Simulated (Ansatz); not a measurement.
Crystal: InSe.

```
CELL_PARAMETERS angstrom
5.82639 -2.05465 0.00000
5.82639 2.05465 0.00000
-1.72323 0.00000 4.67592
ATOMIC_POSITIONS crystal
In 0.88820 0.88820 0.04684
In 0.11180 0.11180 0.95316
Se 0.66093 0.66093 0.66896
Se 0.33907 0.33907 0.33104
```

The cell comes from a database or a generator and needn't be the stable form of this composition.

The cell isn't the ideal one: strained by -2 %.

| Quantity | Value |
| --- | --- |
| Program | Ansatz 0.2.0 |
| Task | relaxation of the atoms |
| Functional | PBE |
| Potentials or basis | Ansatz PAW |
| Cutoff | 420 eV (not typed: the program's choice for these potentials) |
| k mesh | 5 × 5 × 5 |
| Occupations | fermi-dirac, width 0.05 eV |
| Spin | no spin polarisation |

At the start: volume 27.99 Å³/atom.

Task: Where does the relaxation end?

Result: Over 4 steps the energy falls by 6.9 meV/atom; space group C2/m (No. 12, to 0.05 Å).

The path:
| step | energy change (eV) | largest force (eV/Å) |
| --- | --- | --- |
| 1 | 0.0000 | 0.4617 |
| 2 | -0.0272 | 0.0452 |
| 3 | -0.0274 | 0.0131 |
| 4 | -0.0274 | 0.0025 |

Final structure:
```
In Se
1.0
     5.82639   -2.05465    0.00000
     5.82639    2.05465    0.00000
    -1.72323    0.00000    4.67592
In Se
2 2
Cartesian
  10.2656 0.0000 0.2233
  -0.3360 0.0000 4.4526
  6.5578 0.0000 3.0654
  3.3718 0.0000 1.6106
```

Caveat: the thresholds are loose for stress.
